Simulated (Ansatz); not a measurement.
# Te2Mo under changes of volume

One of the cells (24.965 Å³/atom); the others are scaled copies at fixed shape and fractional positions:

```xyz
6
Lattice="3.5182 0.0000 0.0000 -1.7591 3.0469 0.0000 0.0000 0.0000 13.9736" Properties=species:S:1:pos:R:3 pbc="T T T"
Te    1.7591    1.0156    5.2960
Te    0.0000    2.0312   12.2828
Te    1.7591    1.0156    1.6908
Te    0.0000    2.0312    8.6776
Mo    1.7591    1.0156   10.4802
Mo    0.0000    2.0312    3.4934
```

| Quantity | Value |
| --- | --- |
| Program | Ansatz 0.2.0 |
| Functional | revPBE |
| Potentials or basis | Ansatz PAW |
| Cutoff | 420 eV (not typed: the program's choice for these potentials) |
| k mesh | 9 × 9 × 2 |
| Occupations | fermi-dirac, width 0.05 eV |
| Spin | no spin polarisation |

```csv
volume (Å³/atom),energy over the lowest point (meV/atom),pressure (GPa),gap on the mesh (eV),largest force (eV/Å)
23.467,?,?,?,?
23.966,55.98,9.2,0.77,0.844
24.466,31.48,6.6,0.79,0.527
24.965,14.48,4.3,0.80,0.234
25.464,4.22,2.3,0.81,0.036
25.963,0.00,0.4,0.82,0.285
26.463,1.22,-1.2,0.83,0.515
```

What does the run at 23.467 Å³/atom give?

Energy over the lowest point 88.83 meV/atom; pressure 12.0 GPa; gap on the mesh 0.76 eV; largest force 1.187 eV/Å.

Worked out: A Birch-Murnaghan fit of order 3 (a polynomial in V^(-2/3)) to the other rows has its minimum at 26.09 Å³/atom with B0 = V·E''(V) = 89 GPa and B' = 4.5 at fixed shape and positions, which overstates the stiffness. It gives 88.76 meV/atom at 23.467 Å³/atom, against the run's 88.83, and -dE/dV = 12.0 GPa, against 12.0. A straight line through the other rows of the gap, of slope 0.578 eV per unit of ln V, extrapolates to 0.76 eV, against the run's 0.76.

Energies are extrapolated to zero smearing.

Caveats: odd divisions of the mesh miss points on the zone boundary, where band edges often lie, so the gap on the mesh can be too wide; spin-orbit coupling is left out, which moves the levels of the heavy elements; this functional lacks dispersion, which binds the layers, so the pressure and a relaxed spacing across them are unreliable; the PAW data sets come from PBE, with cores solved anew for the run's functional, which leaves a small shift of forces and pressure; forces of over 1 eV/Å show positions far from the minimum, so gaps and moduli don't describe the material at rest (some runs).

A mesh can miss the band edges.
